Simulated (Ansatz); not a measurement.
In doubt: masses and optical values from hybrid runs of this build are listed as unsure (in some of the runs), which bears on the screening that GW takes from such a start.

Consider Ta2O5 (Pmmm).

```cif
data_structure
_symmetry_space_group_name_H-M 'P 1'
_symmetry_Int_Tables_number 1
_cell_length_a 3.6770
_cell_length_b 3.8970
_cell_length_c 6.2170
_cell_angle_alpha 90.000
_cell_angle_beta 90.000
_cell_angle_gamma 90.000
_cell_volume 89.09
loop_
_atom_site_label
_atom_site_type_symbol
_atom_site_fract_x
_atom_site_fract_y
_atom_site_fract_z
_atom_site_occupancy
Ta1 Ta 0.50000 0.00000 0.50000 1
Ta2 Ta 0.00000 0.00000 0.00000 1
O3 O 0.00000 0.00000 0.32192 1
O4 O 0.00000 0.00000 0.67808 1
O5 O 0.50000 0.50000 0.50000 1
O6 O 0.50000 0.00000 0.00000 1
O7 O 0.00000 0.50000 0.00000 1
```

Geometry: measured cell, ions relaxed with LDA. The runs that relaxed it are not among those shown. Spin-orbit coupling is left out unless a run names it. PAW set soft_2, made with PBE.

Gaps computed with Ansatz 0.2.0 without a self-energy: HSE06 1.48 eV and PBE0 2.22 eV.

Question: Estimate the G0W0@HSE06 gap with 4×4×4 mesh, 705 empty bands, screening to 230 eV, default PAW files.

About 1.71 eV: on its mesh the run moves the gap from 1.48 eV by +0.23 eV. Among the scalar-relativistic levels given, HSE06 is nearest (−0.23 eV). Bands and cutoff are finite, so the gap is not at the basis limit. The miss can reach some tenths of an eV and take either sign; the mesh is an error of its own. The 4×4×4 mesh is coarse for this cell (its supercell is 15 Å along the shortest edge). The RPA ε∞ on it, from the HSE06 start, is 3.85, 4.82 and 5.79; such meshes misread the long-range screening, most where the gap is narrow. The many-body steps are scalar-relativistic: spin-orbit coupling is not in them.

[Paths, hosts, dates, memory and timing lines, banners, echoed tables and standing remarks are left out of the program output.]

[Logs are printed without paths, hosts, clocks, repeated set-up lines and the standing remarks that a program may print on its own settings, such as how far it seeks lower states.]

[Runs of the session that timed out or met a known fault of the program may be left out.]

[Cells called generated may have been cut or substituted from an entry of the Crystallography Open Database or the Materials Project.]

[Hosts, paths, dates, database ids (printed as entryN), source tags and the programs' standing remarks are cut or masked in the printed files.]
